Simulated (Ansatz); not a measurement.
## SnS, one structure, two calculations

Cell: a Materials Project structure (computed, not necessarily an observed phase).

Space group Pnma (No. 62); a = 11.3920, b = 3.9569, c = 4.5328 Å.

```csv
site,Wyckoff,site symmetry,x,y,z
Sn,4c,.m.,0.6216,0.2500,0.3695
S,4c,.m.,0.3475,0.2500,0.0106
```

One atom of each set is listed.

First run. The numbers come from a DFT calculation in Ansatz (PBE, plane waves and PAW, scalar-relativistic, 420 eV cutoff, Γ-centred 3×8×7 k-points, Fermi–Dirac smearing 0.01 eV).

| site | V_zz (10²¹ V/m²) | η |
| --- | --- | --- |
| Sn | -12.61 | 0.31 |
| S | -4.23 | 0.06 |

Second run. The same atoms and settings, except that the functional is r2SCAN and the cutoff is 500 eV.

(1) What does the second run give?

Results:

(1) 

```json
{"site": "Sn", "V_zz": "-13.79", "η": "0.29", "change of V_zz": "-1.18"}
{"site": "S", "V_zz": "-4.44", "η": "0.05", "change of V_zz": "-0.21"}
```

The largest change of V_zz is on Sn, from -12.61 to -13.79. In per cent, |V_zz| changes by +9 on Sn, +5 on S (all sites that start above 0.5). Isomer shifts (Sn against SnO₂, from the density at the nucleus and a line fitted to measured compounds for each functional; the lines scatter by about 0.1 mm/s, so smaller changes between functionals mean little): Sn 3.27 → 3.30 mm/s.

For the first run: Without spin–orbit coupling (the program notes it for Sn) the gradients can shift somewhat, as the gap is small.
For the second run: Without spin–orbit coupling (the program notes it for Sn) the gradients are little affected as a rule: paired runs on crystals with a gap mostly move them by under 2 % at such atoms. With these PAW files V_zz is typically within 2 to 3 % of all-electron values, but misses above 10 % occur on Sn.
